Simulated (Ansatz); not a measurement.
# TiC: a prediction, then the measurements

All numbers below come from DFT PBEsol, scalar-relativistic, plane waves, PAW in Ansatz.

Cutoff 420 eV; k points 16×16×16 on the computed 2-atom cell (Γ-centred); Gaussian smearing, width 0.10 eV; no spin polarisation.

Relaxed structure, symmetry kept:

```
Ti C
1.0
     0.00000    2.14668    2.14668
     2.14668    0.00000    2.14668
     2.14668    2.14668    0.00000
Ti C
1 1
Cartesian
  0.0000 0.0000 0.0000
  2.1467 2.1467 2.1467
```

| Quantity | Value |
| --- | --- |
| Space group | Fm-3m (No. 225) |
| Volume per atom | 66.8 bohr³ |
| Formation energy from the elements' standard states (uncorrected) | -0.915 eV/atom |
| Kohn–Sham band gap | none (metal) |
| Density of states at the Fermi level | 0.26 states/eV per cell |
| Löwdin character within 0.5 eV of the Fermi level | Ti 3d 49 %, C 2p 48 % |
| Bulk modulus | 267 GPa |
| Its pressure derivative | 4.0 |
| Bader charges (e) | Ti (1 in the cell) 1.65, C (1 in the cell) -1.65 |

**Measured values to compare with.**

“Reflectance spectral studies of spark plasma sintered tungsten carbide pellet”, 2024, arxiv:2411.15754 reports, for a ceramic of TiC: lattice constant a 4.325 Å.

Measured lattice constant a of TiC: 4.325 Å (ceramic; the paper above). This calculation gives 4.293 Å (-0.7 %). The calculation is for 0 K without zero-point motion.